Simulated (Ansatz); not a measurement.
# Ta (Im-3m) in Ansatz: notebook

The runs below take Ta through single point, equation of state, with r2SCAN.

Program: Ansatz 0.2.0. These are calculated values, not measurements. Logs are shortened: lines on timing, memory, paths and dates and some standing lists are left out, and cuts for length are marked.

**Measured values to compare with.**

“Refinement of the equation of state of tantalum”, 2004, arxiv:cond-mat/0403080 quotes, for a bulk crystal of Ta: bulk modulus 194 GPa.

How close the calculation comes is told below.

### 1 Starting point

It takes space group Im-3m (No. 229, cubic). Conventional cell: a = 3.303 Å, b = 3.303 Å, c = 3.303 Å, α = 90.00°, β = 90.00°, γ = 90.00°. Around Ta (site symmetry m-3m) lie 8 Ta at 2.86 Å.

### 2 Single point, r2SCAN, 16.93 Å³/atom (volume scaled by 0.94)

File input.yaml:

```yaml
crystal:
  lattice:
    - [-1.6175709496, 1.6175709496, 1.6175709496]
    - [1.6175709496, -1.6175709496, 1.6175709496]
    - [1.6175709496, 1.6175709496, -1.6175709496]
  atoms:
    - { symbol: Ta, position: [0.0, 0.0, 0.0] }
hamiltonian:
  xc: r2scan
  pseudopotentials: { kind: paw }
kpoints:
  mp_grid: { grid: [11, 11, 11] }
scf:
  occupations: { method: fermi_dirac, width: 0.05 }
output:
  forces: true
  stress: true
  eigenvalues: true
```

Potentials or basis: Ansatz PAW.

Launch:

```
$ ansatz run input.yaml --threads 2 --pin off --max-ram 5632MiB --backend cpu --events-out ev --progress --plain --runs-dir out
```

Standard output:

```text
Warning: RAYON_NUM_THREADS=2 ignored (pool sized by the plan → 2); use --threads N
Engine: ansatz 0.2.0, aarch64-unknown-linux-gnu
Pseudopotentials: kind: paw
Pseudopotential: Ta, paw, valence charge 13, recommended cutoff 500 eV (meta_gga), Ta.paw.azcp
Functional definition: r2SCAN
  parameter k0 = 0.174
  parameter k1 = 0.065
  parameter a1 = 4.9479
  exchange = r2scan_x(k0 = k0, k1 = k1, a1 = a1)
  correlation = r2scan_c
Crystal: 1 atoms, lattice volume = 16.930 Å³
Basis set: ecut = 500 eV, 429 PW (Γ), exchange–correlation on 96×96×96 points (64 copies of the dense FFT grid, shifted against one another)
Bands: 11, of which v1, the nominal top of the filled ones, is band 7 counted from 1 (6 counted from 0)
Symmetry: 48 space group operations
Space group: Im-3m (ITA 229), of the structure as read, at distance tolerance 2.6e-5 Å
k-points: 56 of 1331
Non-local potential: Ta, projectors of the file, l = 0: 3, l = 1: 2, l = 2: 2, l = 3: 1
PAW form: soft (Blöchl's): semilocal exchange-correlation on the pseudo side does not see the compensation charge
PAW frozen core: Ta, regenerated for the run's functional (the file was generated under x = pbe(κ = 0.804, μ = 0.2195149727645171), c = pbe(β = 0.06672455060314922))
PAW one-centre angular grid: Ta, 590 points (default); XC on 160 Gauss nodes
Initial density: superposition of atomic densities (neutral atoms: chi_scale 0, normalization atom), corrected by the library's trained network
Initial wavefunctions: pseudopotential atomic-orbital guess
Functional: x = r2scan, c = r2scan; τ floored in thin density (d = 2e-4 eV/Å³)
SCF iter   1: F=—  HF=-9944.257321 eV  |F-HF|=—  |Δ(HF+E_count)|=         —  Δρ=6.43e-3  dr2=2.03e-3  dr2_τ=1.85e-2  ethr=1.77e-3  ⟨swp⟩=5.9  Hψ=3721  notcnv=0
preconditioner: auto → none  [insulator: Δε(μ)=0.180 eV  Ē_g=9.298 eV  σ=0.050 eV  W_gap=0.72  n_scr=0 (ndim 8)  ℏωp=20.2 eV  f_vac=0.000  D(μ)=0.59/eV (n_scr^D=0)  ε∞_Penn≈5.7]
SCF iter   2: F=—  HF=-9944.279011 eV  |F-HF|=—  |Δ(HF+E_count)|=   2.17e-2  Δρ=3.48e-3  dr2=5.37e-4  dr2_τ=2.08e-4  ethr=1.57e-5  ⟨swp⟩=2.1  Hψ=1623  notcnv=0  defer=10
SCF iter   3: F=—  HF=-9944.279710 eV  |F-HF|=—  |Δ(HF+E_count)|=   7.00e-4  Δρ=6.23e-4  dr2=1.63e-5  dr2_τ=1.57e-5  ethr=4.13e-6  ⟨swp⟩=2.9  Hψ=957  notcnv=0  defer=10
SCF iter   4: F=—  HF=-9944.279732 eV  |F-HF|=—  |Δ(HF+E_count)|=   2.15e-5  Δρ=3.83e-5  dr2=7.76e-8  dr2_τ=3.95e-8  ethr=1.25e-7  ⟨swp⟩=3.0  Hψ=974  notcnv=0  defer=10
iter 5 did not close the SCF: its close was put off for the readings that it lacked (scf_convergence_deferred on its scf_iter line)
SCF iter   5: F=-9944.279732 eV  HF=-9944.279732 eV  |F-HF|=3.83e-9  |Δ(HF+E_count)|=   7.48e-8  Δρ=1.34e-5  dr2=1.44e-8  dr2_τ=1.07e-8  ethr=5.97e-10  ⟨swp⟩=2.0  Hψ=971  notcnv=0  defer=10
SCF iter   6: F=-9944.279732 eV  HF=-9944.279732 eV  |F-HF|=1.47e-10  |Δ(HF+E_count)|=   7.46e-9  Δρ=2.62e-6  dr2=5.12e-10  dr2_τ=7.57e-11  ethr=1.11e-10  ⟨swp⟩=2.8  Hψ=2088  notcnv=0
SCF 1 converged in 6 iterations: F = -9944.279732 eV  dr2 = 5.12e-10
SCF converged after 6 iterations
Free energy (F): -9944.279732 eV
Harris-Foulkes:  -9944.279732 eV  (|F-HF|=1.47e-10)
Internal energy: -9944.273378 eV  (E = F + TS)
E sigma→0 (E₀):  -9944.276555 eV
Entropy (-TS):   -0.006354 eV (-6.354 meV/atom)
Fermi energy:    19.822665 eV
--- Per-component energies (eV) ---
  E_band       = -98.321474
  E_kinetic    = 369.464119
  E_local      = -512.159391  (includes V_loc(G=0)·N_el)
  E_nonlocal   = 15.863383
  E_hartree    = 180.810189
  E_xc         = -205.275362
  E_vxc        = -223.365581  (∫ρ·V_xc dr)
  E_paw        = -8423.467096  (= ΣΔE_a)
  E_vpaw       = -121.072656  (= ΣTr[D̂ρ^β])
  E_aug_tail   = 0.000080  (compensation charges beyond the density's cutoff)
  E_vtau       = 11.328582  (kinetic-family band-sum trace: ∫τ·v_τ [+ j·A + Jᵃ·Aᵃ] dr)
  E_ewald      = -1368.753019
  E_core_change = -0.756280  (= ΣΔE_core)
  E_smearing   = -0.006354  (= −TS)
  E_closure    = 0.000000  (closes the sum)
  Σ components = -9944.279732   (vs F -9944.279732, Δ=0.00e0)
--- Forces (eV/Å), atoms counted from 1 ---
  atom   1  Ta     0.00000000    -0.00000000     0.00000000
  max |Σ_I F_I| component: 6.16e-33 eV/Å
--- Stress (GPa, compression-positive) ---
       14.036815       0.000000       0.000000
        0.000000      14.036815      -0.000000
        0.000000       0.000000      14.036815
  P = ⅓ Tr σ = 14.0368 GPa (140.368 kbar)
--- Band table (eV; the first three rows and the last of 56) ---
  k-point 0: bands = ["-48.9057", "-14.0773", "-14.0773", "-14.0773", "11.3110", "20.6682", "20.6682", "20.6682", "24.3739", "24.3739", "35.3609"]
  k-point 1: bands = ["-48.8926", "-14.2084", "-14.1166", "-14.0782", "11.7198", "20.3973", "20.5699", "21.0728", "23.9611", "24.3710", "35.7246"]
  k-point 2: bands = ["-48.8574", "-14.5491", "-14.2207", "-14.0809", "12.8154", "19.7460", "20.1212", "22.2505", "23.5621", "24.4239", "36.2808"]
  k-point 55: bands = ["-48.6234", "-15.1128", "-15.0886", "-15.0886", "15.5899", "15.6435", "26.3300", "26.3300", "27.2478", "28.8120", "30.7681"]
```

Run time: 0.95 s. Hardware: 2 threads of Arm Neoverse V2, shared host; peak memory 0.32 GiB.

What came out:

```
Free energy            : -9944.2797 eV
Pressure               : 14.0 GPa
Band gap on the k mesh : none (metal or under the smearing width)
```

Caveat: the PAW data sets come from PBE, with cores solved anew for the run's functional, which leaves a small shift of forces and pressure.

### 3 Single point, r2SCAN, 17.29 Å³/atom (volume scaled by 0.96)

Changes to input.yaml since step 2:

```diff
@@ -2,5 +2,5 @@
   lattice:
-    - [-1.6175709496, 1.6175709496, 1.6175709496]
-    - [1.6175709496, -1.6175709496, 1.6175709496]
-    - [1.6175709496, 1.6175709496, -1.6175709496]
+    - [-1.6289626696, 1.6289626696, 1.6289626696]
+    - [1.6289626696, -1.6289626696, 1.6289626696]
+    - [1.6289626696, 1.6289626696, -1.6289626696]
   atoms:
```

Potentials or basis: Ansatz PAW.

Launch:

```
$ ansatz run input.yaml --threads 2 --pin off --max-ram 5632MiB --backend cpu --events-out ev --progress --plain --runs-dir out
```

Wall time 0.96 s (2 threads of Arm Neoverse V2, shared host); peak memory 0.32 GiB.

The run converged. Its results:

```yaml
Free_energy: -9944.3054 eV
Pressure: 8.9 GPa
Band_gap_on_the_k_mesh: none (metal or under the smearing width)
```

Caveat: the PAW data sets come from PBE, with cores solved anew for the run's functional, which leaves a small shift of forces and pressure.

### 4 Single point, r2SCAN, 17.65 Å³/atom (volume scaled by 0.98)

File input.yaml:

```yaml
crystal:
  lattice:
    - [-1.64019725, 1.64019725, 1.64019725]
    - [1.64019725, -1.64019725, 1.64019725]
    - [1.64019725, 1.64019725, -1.64019725]
  atoms:
    - { symbol: Ta, position: [0.0, 0.0, 0.0] }
hamiltonian:
  xc: r2scan
  pseudopotentials: { kind: paw }
kpoints:
  mp_grid: { grid: [11, 11, 11] }
scf:
  occupations: { method: fermi_dirac, width: 0.05 }
output:
  forces: true
  stress: true
  eigenvalues: true
  write_density: true
  write_potential: true
  elf: true
  volumetric_format: npy
```

Launch:

```
$ ansatz run input.yaml --threads 2 --pin off --max-ram 5632MiB --backend cpu --events-out ev --progress --plain --runs-dir out
```

Run time: 1.2 s. Hardware: 2 threads of Arm Neoverse V2, shared host; peak memory 0.33 GiB.

The run converged. Its results:

```
Free energy            : -9944.3200 eV
Pressure               : 4.2 GPa
Band gap on the k mesh : none (metal or under the smearing width)
```

Caveat: the PAW data sets come from PBE, with cores solved anew for the run's functional, which leaves a small shift of forces and pressure.

### 5 Single point, r2SCAN, 18.01 Å³/atom

Changes to input.yaml since step 4:

```diff
@@ -2,5 +2,5 @@
   lattice:
-    - [-1.64019725, 1.64019725, 1.64019725]
-    - [1.64019725, -1.64019725, 1.64019725]
-    - [1.64019725, 1.64019725, -1.64019725]
+    - [-1.65128, 1.65128, 1.65128]
+    - [1.65128, -1.65128, 1.65128]
+    - [1.65128, 1.65128, -1.65128]
   atoms:
```

Launch:

```
$ ansatz run input.yaml --threads 2 --pin off --max-ram 5632MiB --backend cpu --events-out ev --progress --plain --runs-dir out
```

Wall time 1.2 s (2 threads of Arm Neoverse V2, shared host); peak memory 0.33 GiB.

It converged, with:

* Free energy: -9944.3248 eV
* Pressure: 0.1 GPa
* Band gap on the k mesh: none (metal or under the smearing width)

Caveat: the PAW data sets come from PBE, with cores solved anew for the run's functional, which leaves a small shift of forces and pressure.

### 6 Single point, r2SCAN, 18.37 Å³/atom (volume scaled by 1.02)

File input.yaml:

```yaml
crystal:
  lattice:
    - [-1.6622159478, 1.6622159478, 1.6622159478]
    - [1.6622159478, -1.6622159478, 1.6622159478]
    - [1.6622159478, 1.6622159478, -1.6622159478]
  atoms:
    - { symbol: Ta, position: [0.0, 0.0, 0.0] }
hamiltonian:
  xc: r2scan
  pseudopotentials: { kind: paw }
kpoints:
  mp_grid: { grid: [11, 11, 11] }
scf:
  occupations: { method: fermi_dirac, width: 0.05 }
output:
  forces: true
  stress: true
  eigenvalues: true
```

Potentials or basis: Ansatz PAW.

Launch:

```
$ ansatz run input.yaml --threads 2 --pin off --max-ram 5632MiB --backend cpu --events-out ev --progress --plain --runs-dir out
```

Run time: 1.1 s. Hardware: 2 threads of Arm Neoverse V2, shared host; peak memory 0.33 GiB.

The run converged. Its results:

| Item | Value |
| --- | --- |
| Free energy | -9944.3205 eV |
| Pressure | -3.8 GPa |
| Band gap on the k mesh | none (metal or under the smearing width) |

Caveat: the PAW data sets come from PBE, with cores solved anew for the run's functional, which leaves a small shift of forces and pressure.

### 7 Single point, r2SCAN, 18.73 Å³/atom (volume scaled by 1.04)

Changes to input.yaml since step 6:

```diff
@@ -2,5 +2,5 @@
   lattice:
-    - [-1.6622159478, 1.6622159478, 1.6622159478]
-    - [1.6622159478, -1.6622159478, 1.6622159478]
-    - [1.6622159478, 1.6622159478, -1.6622159478]
+    - [-1.6730098603, 1.6730098603, 1.6730098603]
+    - [1.6730098603, -1.6730098603, 1.6730098603]
+    - [1.6730098603, 1.6730098603, -1.6730098603]
   atoms:
```

Launch:

```
$ ansatz run input.yaml --threads 2 --pin off --max-ram 5632MiB --backend cpu --events-out ev --progress --plain --runs-dir out
```

Wall time 0.97 s (2 threads of Arm Neoverse V2, shared host); peak memory 0.32 GiB.

It converged, with:

| Property | Result |
| --- | --- |
| Free energy | -9944.3081 eV |
| Pressure | -7.3 GPa |
| Band gap on the k mesh | none (metal or under the smearing width) |

Caveat: the PAW data sets come from PBE, with cores solved anew for the run's functional, which leaves a small shift of forces and pressure.

### 8 Single point, r2SCAN, 19.09 Å³/atom (volume scaled by 1.06)

Changes to input.yaml since step 7:

```diff
@@ -2,5 +2,5 @@
   lattice:
-    - [-1.6730098603, 1.6730098603, 1.6730098603]
-    - [1.6730098603, -1.6730098603, 1.6730098603]
-    - [1.6730098603, 1.6730098603, -1.6730098603]
+    - [-1.6836662614, 1.6836662614, 1.6836662614]
+    - [1.6836662614, -1.6836662614, 1.6836662614]
+    - [1.6836662614, 1.6836662614, -1.6836662614]
   atoms:
```

Launch:

```
$ ansatz run input.yaml --threads 2 --pin off --max-ram 5632MiB --backend cpu --events-out ev --progress --plain --runs-dir out
```

It took 0.97 s on 2 threads of Arm Neoverse V2, shared host; peak memory 0.32 GiB.

It converged, with:

| Property | Result |
| --- | --- |
| Free energy | -9944.2881 eV |
| Pressure | -10.5 GPa |
| Band gap on the k mesh | none (metal or under the smearing width) |

Caveat: the PAW data sets come from PBE, with cores solved anew for the run's functional, which leaves a small shift of forces and pressure.

### 9 Equation of state, r2SCAN

Potentials or basis: Ansatz PAW.

This step only gathers the single runs of the series.

What came out:

- Equilibrium volume: 18.02 Å³/atom
- Bulk modulus: 200 GPa
- Pressure derivative of the bulk modulus: 3.7

Energy against volume, from the lowest point:
```
volume (Å³/atom)  energy (meV/atom)
          16.930              45.04
          17.290              19.40
          17.650               4.76
          18.010               0.00
          18.371               4.23
          18.731              16.67
          19.091              36.70
```

Caveat: the PAW data sets were made with another functional, which shifts forces and pressure a little.

### 10 Comparison with measurements

Step 9. Measured bulk modulus of Ta: 194 GPa (quoted in “Refinement of the equation of state of tantalum”, 2004, arxiv:cond-mat/0403080). This calculation gives 200 GPa (+3.3 %). The fit is for a static lattice scaled at fixed shape and fixed fractional positions.
